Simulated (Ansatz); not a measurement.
# ScAl3: biaxial strain in the a-b plane

How does ScAl3 answer biaxial strain in the a-b plane between -6 and +6 %? At each strain the length and tilt of c and the atoms relax, within the symmetry that is left.

Method: DFT PBE, scalar-relativistic, plane waves, PAW, in Ansatz 0.2.0.

2 further runs of the same task are left out: 2 set aside as unsound or not needed.

**1. The system as given**

It takes space group Pm-3m (No. 221, cubic). Conventional cell: a = 4.105 Å, b = 4.105 Å, c = 4.105 Å, α = 90.00°, β = 90.00°, γ = 90.00°. Sc (site symmetry m-3m) is surrounded by 12 Al at 2.90 Å. Al (site symmetry 4/mmm) is surrounded by 4 Sc at 2.90 Å and 8 Al at 2.90 Å.

Coordinates:

```
Sc Al
1.0
     4.10533    0.00000    0.00000
     0.00000    4.10533    0.00000
     0.00000    0.00000    4.10533
Sc Al
1 3
Direct
  0.00000 0.00000 0.00000
  0.50000 0.00000 0.50000
  0.00000 0.50000 0.50000
  0.50000 0.50000 0.00000
```

It goes back to an entry of the Materials Project.

It is the result of an earlier relaxation at this level (volume 17.30 Å³/atom; gap on the mesh: none (metal)).

The unstrained cell comes from an earlier run at this level (4 atoms, E(σ→0) -3750.1343 eV, gap none (metal)).

**2. Strain -2.0 %**

Input file input.yaml:

```yaml
crystal:
  lattice:
    - [4.0232239842, 0.0, 0.0]
    - [0.0, 4.0232239842, 0.0]
    - [0.0, 0.0, 4.1545945633]
  atoms:
    - { symbol: Sc, position: [0.0, 0.0, 0.0] }
    - { symbol: Al, position: [0.5, 0.0, 0.5] }
    - { symbol: Al, position: [0.0, 0.5, 0.5] }
    - { symbol: Al, position: [0.5, 0.5, 0.0] }
basis:
  ecutwfc: 420
kpoints:
  mp_grid: { grid: [12, 12, 12] }
hamiltonian:
  xc: pbe
scf:
  occupations: { method: gaussian, width: 0.1 }
output:
  forces: true
  stress: true
  eigenvalues: true
  write_density: true
  write_potential: true
  elf: true
  volumetric_format: npy
relax:
  adjacent_minimum: "off"
  f_tol: 0.008
  max_steps: 40
  cell: { stress_tol: 0.015, fix: [a, b, gamma] }
```

Command:

```sh
> ansatz run input.yaml --threads 1 --pin off --max-ram 2560MiB --backend cpu --events-out ev --progress --plain --runs-dir out
```

The session goes on with these runs: strain +2.0 %; strain -4.0 %; At +4.0 %; strain -6.0 %; strain +6.0 %.

Before running it: what results should come out? Wanted: (1/V) d²E/dε² at zero strain, cubic fit; strain of the free axis c per applied strain.

As calculated:

| quantity | value |
| --- | --- |
| largest energy cost | 94.8 meV/atom at -6.0 % |
| (1/V) d²E/dε² at zero strain, cubic fit | 412 GPa |
| strain of the free axis c per applied strain | -0.44 |

What this shows: The curvature of the energy, 412 GPa, is twice the biaxial modulus. Compression by 6 % costs 94.8 meV/atom and stretching 65.0. The free axis c moves against the applied strain (factor -0.44).
